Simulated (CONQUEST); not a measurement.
# Sb in CONQUEST: convergence with smearing width

Aim: find how far smearing width must go before the results for Sb settle, at PBE. This setting moves, with any that are tied to it; all else stays.

All numbers are computed with CONQUEST 1.3; they aren't measurements. Logs are shortened: lines on timing, memory, paths and dates and some standing lists are left out, and cuts for length are marked.

## 1. Starting point

The cell holds a slab with vacuum, 4 atoms: a = 3.160 Å, b = 3.160 Å, c = 24.480 Å, α = 90.00°, β = 90.00°, γ = 90.00°.

The slab is cut from a database's or a generator's crystal, which needn't be the stable form of the element.

## 2. With smearing width 0.4 eV

Contents of Conquest_input:

```
IO.Title Sb
IO.Coordinates coords.dat
IO.FractionalAtomicCoords T
IO.Iprint 2
IO.Iprint_init 1
General.NumberOfSpecies 1
General.PseudopotentialType hamann
AtomMove.TypeOfRun static
AtomMove.FullStress T
Grid.GridCutoff 120
DM.SolutionMethod diagon
Diag.MPMesh T
Diag.GammaCentred T
Diag.MPMeshX 4
Diag.MPMeshY 4
Diag.MPMeshZ 1
Diag.kT 0.01469973
minE.SCTolerance 1e-6
SC.MaxIters 100
IO.AtomChargeOutput T
SC.KerkerPreCondition T
SC.KerkerFactor 0.3
SC.LinearMixingFactor 0.3
%block ChemicalSpeciesLabel
1 121.750 Sb
%endblock
```

Contents of coords.dat:

```
    5.9715345538     0.0000000000     0.0000000000
    0.0000000000     5.9715345538     0.0000000000
    0.0000000000     0.0000000000    46.2604955308
4
  0.0000000000   0.0000000000   0.6936274510 1 T T T
  0.0000000000   0.0000000000   0.5645424840 1 T T T
  0.0000000000   0.0000000000   0.4354575160 1 T T T
  0.0000000000   0.0000000000   0.3063725490 1 T T T
```

Potentials or basis: PseudoDojo NC PBE, DZP, grid cutoff 120 Ha.

Run with:

```bash
OMP_NUM_THREADS=1 Conquest
```

Standard output:

```text
Simulation cell dimensions:     5.9715 a0 x     5.9715 a0 x    46.2605 a0

      Atomic coordinates (a0)
         Atom         X         Y         Z  Species
            1    0.0000    0.0000   32.0875        1
            2    0.0000    0.0000   26.1160        1
            3    0.0000    0.0000   20.1445        1
            4    0.0000    0.0000   14.1729        1

         Monkhorst-Pack mesh:   4 x   4 x   1 gamma-centred
        This calculation includes non-local pseudopotentials,
         with a maximum core radius of      7.43500937

    Job title: Sb
    Job to be run: static calculation

[... 5 lines left out ...]
      Using Fermi-Dirac smearing

    Integration grid size:     32 x   32 x  240

    Integration grid spacing:  0.187 a0 x 0.187 a0 x 0.193 a0

    Number of species:  1
    --------------------------------------------------------
    |   #  mass (au)  Charge (e)  SF Rad (a0)  NSF  Label  |
    --------------------------------------------------------
    |   1    121.750      15.000        7.710   18  Sb     |
    --------------------------------------------------------
          SCF tolerance:                 0.00000100
          SCF iterations:               100

    The functional used will be GGA PBE96

           radial cut-off to be used is taken to be max PAO cut-off radius for this species:    7.435009

           greatest ang. mom. for making density from PAOs:  2
    Minimum blocs/proc is     3840. Maximum blocs/proc is     3840
    set_atom_dens: In set_atomic_density, electrons :      60.000000000000
 matrix_size & matrix_size_padH =           72          72

    Screened ion int: energy:    -273.448102596610 Ha

    new_SC_potl: Starting.  Tolerance:  0.10000E-05

    PulayMixSC: Starting Pulay mixing, A_up =  0.300 A_dn =  0.300
    PulayMixSC: Spin non-polarised calculation.
    PulayMixSC: with Kerker preconditioning, q0 =  0.300
          Harris-Foulkes Energy            :      -363.684107830297421 Ha
          GroundState Energy (E-(1/2)TS)   :      -363.716745023548185 Ha
          Free Energy (E-TS)               :      -363.749382216798949 Ha
          DFT Total Energy                 :      -363.678303192406588 Ha
          Total number of electrons        :        59.999999999997428
    PulayMixSC: Pulay iteration     1 residual:              0.61773E-03
          Harris-Foulkes Energy            :      -363.683044335279419 Ha
          GroundState Energy (E-(1/2)TS)   :      -363.715715706243373 Ha
          Free Energy (E-TS)               :      -363.748387077207326 Ha
          DFT Total Energy                 :      -363.678656635934090 Ha
          Total number of electrons        :        60.000025117620197
    PulayMixSC: Pulay iteration     2 residual:              0.52058E-03
          Harris-Foulkes Energy            :      -363.679964545940948 Ha
          GroundState Energy (E-(1/2)TS)   :      -363.712807404916248 Ha
          Free Energy (E-TS)               :      -363.745650263891548 Ha
          DFT Total Energy                 :      -363.679380803977892 Ha
          Total number of electrons        :        60.000122095564933
[... 106 lines left out ...]
          DFT Total Energy                 :      -363.679403184541798 Ha
          Total number of electrons        :        60.000085228891471
    PulayMixSC: Pulay iteration    21 residual:              0.10555E-05
          Harris-Foulkes Energy            :      -363.679398114231276 Ha
          GroundState Energy (E-(1/2)TS)   :      -363.712366397584276 Ha
          Free Energy (E-TS)               :      -363.745334680937276 Ha
          DFT Total Energy                 :      -363.679402881913347 Ha
          Total number of electrons        :        60.000085370077933
    PulayMixSC: Pulay iteration    22 residual:              0.10237E-05
          Harris-Foulkes Energy            :      -363.679397935337363 Ha
          GroundState Energy (E-(1/2)TS)   :      -363.712366341297979 Ha
          Free Energy (E-TS)               :      -363.745334747258539 Ha
          DFT Total Energy                 :      -363.679402705987627 Ha
          Total number of electrons        :        60.000084070723680
    PulayMixSC: Pulay iteration    23 residual:              0.99584E-06
    PulayMixSC: Reached SCF tolerance of  0.99584E-06 after     23 iterations
      | Number of electrons      =        60.000084
      |* band energy as 2Tr[K.H] =       -55.831677973900781 Ha
      |  screened ion-ion energy =      -273.448102596610454 Ha
      |  Ha correction           =         1.096161227205876 Ha
      |  XC correction           =       -35.495785486622168 Ha
      | GS Energy as E-(1/2)TS   =      -363.712366341297979 Ha
      | Free Energy as E-TS      =      -363.745334747258539 Ha
      |* Harris-Foulkes energy   =      -363.679397935337363 Ha
      |* DFT total energy        =      -363.679402705987627 Ha
      |  estimated accuracy      =         0.000004770650264 Ha

    force: Forces on atoms (Ha/a0)
    force:  Atom   X              Y              Z
    force:     1  -0.0000000000  -0.0000000000  -0.0126107143
    force:     2  -0.0000000000  -0.0000000000   0.0073071687
    force:     3  -0.0000000000  -0.0000000000  -0.0073071687
    force:     4   0.0000000000  -0.0000000000   0.0126107143

    force: Maximum force :        0.01261071(Ha/a0) on atom         4 in z direction
    force: Force Residual:        0.01030594 Ha/a0
    force: Total stress:         -0.49776206     0.00000000     0.00000000 GPa
                             0.00000000    -0.49776206    -0.00000000
                             0.00000000    -0.00000000     3.30307304
    force: Average pressure:     -0.76918297 GPa

    force: Finished force
    get_E_and_F: Change in energy during last step of electronic optimisation:  0.17889E-06

    BIBLIOGRAPHY: Please consider citing the following references in the conquest.bib file

    CONQUEST:         Bowler2002pt, Miyazaki2004, Nakata2020
    Basis:            Bowler2019
    DM:               Bowler:2006xr
    Pseudopotentials: Hamann2013, Bowler2019
    XC functional:    Perdew1996
```

It took 43 s on 1 thread of INTEL XEON PLATINUM 8581C at 2.30GHz (Emerald Rapids), shared host; peak memory 0.82 GiB.

What came out:

```
Free energy            : -9898.0148 eV
Largest force          : 0.648 eV/Å
Band gap on the k mesh : none (metal or under the smearing width)
```

## 3. With smearing width 0.3 eV

Edit Conquest_input of step 2 so:

```diff
@@ -16,3 +16,3 @@
 Diag.MPMeshZ 1
-Diag.kT 0.01469973
+Diag.kT 0.01102480
 minE.SCTolerance 1e-6
```

coords.dat is that of step 2.

Potentials or basis: PseudoDojo NC PBE, DZP, grid cutoff 120 Ha.

Run with:

```bash
OMP_NUM_THREADS=1 Conquest
```

Wall time 55 s (1 thread of INTEL XEON PLATINUM 8581C at 2.30GHz (Emerald Rapids), shared host); peak memory 0.82 GiB.

Results:

```
Free energy            : -9897.6103 eV
Largest force          : 0.743 eV/Å
Band gap on the k mesh : none (metal or under the smearing width)
```

## 4. With smearing width 0.2 eV

Edit Conquest_input of step 3 so:

```diff
@@ -16,3 +16,3 @@
 Diag.MPMeshZ 1
-Diag.kT 0.01102480
+Diag.kT 0.00734986
 minE.SCTolerance 1e-6
```

coords.dat is that of step 3.

Run with:

```bash
OMP_NUM_THREADS=1 Conquest
```

It took 59 s on 1 thread of INTEL XEON PLATINUM 8581C at 2.30GHz (Emerald Rapids), shared host; peak memory 0.82 GiB.

What came out:

* Free energy: -9897.2998 eV
* Largest force: 0.826 eV/Å
* Band gap on the k mesh: none (metal or under the smearing width)

## 5. With smearing width 0.1 eV

Edit Conquest_input of step 4 so:

```diff
@@ -16,3 +16,3 @@
 Diag.MPMeshZ 1
-Diag.kT 0.00734986
+Diag.kT 0.00367493
 minE.SCTolerance 1e-6
```

coords.dat is that of step 4.

Run with:

```bash
OMP_NUM_THREADS=1 Conquest
```

Run time: 48 s. Hardware: 1 thread of INTEL XEON PLATINUM 8581C at 2.30GHz (Emerald Rapids), shared host; peak memory 0.82 GiB.

What came out:

| Quantity | Value |
| --- | --- |
| Free energy | -9897.0859 eV |
| Largest force | 0.912 eV/Å |
| Band gap on the k mesh | none (metal or under the smearing width) |

## 6. With smearing width 0.05 eV

Edit Conquest_input of step 5 so:

```diff
@@ -16,3 +16,3 @@
 Diag.MPMeshZ 1
-Diag.kT 0.00367493
+Diag.kT 0.00183747
 minE.SCTolerance 1e-6
```

coords.dat is that of step 5.

Potentials or basis: PseudoDojo NC PBE, DZP, grid cutoff 120 Ha.

Run with:

```bash
OMP_NUM_THREADS=1 Conquest
```

Wall time 52 s (1 thread of INTEL XEON PLATINUM 8581C at 2.30GHz (Emerald Rapids), shared host); peak memory 0.82 GiB.

What came out:

- Free energy: -9897.0079 eV
- Largest force: 1.016 eV/Å
- Band gap on the k mesh: none (metal or under the smearing width)

## 7. With smearing width 0.025 eV

Edit Conquest_input of step 6 so:

```diff
@@ -16,3 +16,3 @@
 Diag.MPMeshZ 1
-Diag.kT 0.00183747
+Diag.kT 0.00091873
 minE.SCTolerance 1e-6
```

coords.dat is that of step 6.

Run with:

```bash
OMP_NUM_THREADS=1 Conquest
```

It took 81 s on 1 thread of INTEL XEON PLATINUM 8581C at 2.30GHz (Emerald Rapids), shared host; peak memory 0.82 GiB.

Results:

```yaml
Free_energy: -9896.9759 eV
Largest_force: 1.126 eV/Å
Band_gap_on_the_k_mesh: none (metal or under the smearing width)
```

## 8. With smearing width 0.01 eV

Edit Conquest_input of step 7 so:

```diff
@@ -16,3 +16,3 @@
 Diag.MPMeshZ 1
-Diag.kT 0.00091873
+Diag.kT 0.00036749
 minE.SCTolerance 1e-6
```

coords.dat is that of step 7.

Run with:

```bash
OMP_NUM_THREADS=1 Conquest
```

Run time: 79 s. Hardware: 1 thread of INTEL XEON PLATINUM 8581C at 2.30GHz (Emerald Rapids), shared host; peak memory 0.82 GiB.

Results:

```yaml
Free_energy: -9896.9614 eV
Largest_force: 1.183 eV/Å
Band_gap_on_the_k_mesh: none (metal or under the smearing width)
```

## 9. With smearing width 0.005 eV

Edit Conquest_input of step 8 so:

```diff
@@ -16,3 +16,3 @@
 Diag.MPMeshZ 1
-Diag.kT 0.00036749
+Diag.kT 0.00018375
 minE.SCTolerance 1e-6
```

coords.dat is that of step 8.

Potentials or basis: PseudoDojo NC PBE, DZP, grid cutoff 120 Ha.

Run with:

```bash
OMP_NUM_THREADS=1 Conquest
```

Wall time 68 s (1 thread of INTEL XEON PLATINUM 8581C at 2.30GHz (Emerald Rapids), shared host); peak memory 0.82 GiB.

What came out:

* Free energy: -9896.9574 eV
* Largest force: 1.191 eV/Å
* Band gap on the k mesh: none (metal or under the smearing width)

## 10. Result

```tsv
smearing width	energy less the tightest run, at zero smearing (meV/atom)	largest force (eV/Å)	SCF cycles	CPU time (s)	peak memory (GiB)
0.4 eV	-40.53	0.648	23	43	0.82
0.3 eV	-29.14	0.743	32	55	0.82
0.2 eV	-20.75	0.826	35	59	0.82
0.1 eV	-11.15	0.912	28	48	0.82
0.05 eV	-4.30	1.016	31	52	0.82
0.025 eV	-1.64	1.126	57	81	0.82
0.01 eV	-0.41	1.183	54	79	0.82
0.005 eV	0.00	1.191	45	68	0.82
```

Against the tightest run, the energy stays within 1 meV/atom from 0.01 eV on. Not settled before the last step: the largest force (to 0.005 eV/Å). Narrower smearing needs a denser k mesh, so at a fixed mesh the narrowest width isn't the most accurate. The tightest run that finished is the yardstick and may itself not be fully converged.

Caveats: all runs use coarse meshes; the basis of atomic orbitals isn't converged, which shifts pressures, moduli and gaps.
